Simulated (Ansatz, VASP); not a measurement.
This is a calculation of Mg for VASP 6.6.1.

File INCAR:

```
  ALGO = Normal
  EDIFF = 1E-7
  ENCUT = 520
  GGA = PE
  ISIF = 2
  ISMEAR = -1
  LASPH = True
  LCHARG = False
  LREAL = False
  LWAVE = False
  NBANDS = 7
  NELM = 80
  PREC = Accurate
  SIGMA = 0.05
```

The input KPOINTS:

```
k-points
0
Gamma
  10 10 9
```

File POSCAR:

```
Mg
1.0
    3.0090744793      0.0000000000      0.0000000000
   -1.5045372397      2.6059349410      0.0000000000
    0.0000000000      0.0000000000      3.0036860718
Mg
1
Direct
    0.0000000000      0.0000000000      0.0000000000
```

Potentials or basis: VASP PAW PBE potentials, release 64 (Mg).

Command:

```sh
$ cat potpaw_PBE.64/Mg/POTCAR > POTCAR
$ mpirun -np 1 vasp_std > vasp.out
```

Q: Translate it to Ansatz 0.2.0. Potentials there: Ansatz PAW.

A: As run (the cutoff follows the program's own potentials):

input.yaml

```yaml
crystal:
  lattice:
    - [3.0090744793, 0.0, 0.0]
    - [-1.5045372397, 2.605934941, 0.0]
    - [0.0, 0.0, 3.0036860718]
  atoms:
    - { symbol: Mg, position: [0.0, 0.0, 0.0] }
hamiltonian:
  xc: pbe
  pseudopotentials: { kind: paw }
kpoints:
  mp_grid: { grid: [10, 10, 9] }
scf:
  occupations: { method: fermi_dirac, width: 0.05 }
output:
  forces: true
  stress: true
  eigenvalues: true
```

Potentials or basis: Ansatz PAW.

Run with:

```bash
$ ansatz run input.yaml --threads 2 --pin off --max-ram 5120MiB --backend cpu --events-out ev --progress --plain --runs-dir out
```

Both were run:

|  | VASP | Ansatz | Ansatz less VASP |
| --- | --- | --- | --- |
| gap on the k mesh at the Fermi level (eV) | none | none | - |
| pressure (GPa) | 2.6 | 2.6 | +0.08 |
| largest component of the traceless stress (GPa) | 1.21 | 1.22 | +0.014 |

A gap of «none» marks a metal or a gap that the smearing closes. The two sets of potentials don't hold the same shells in valence.
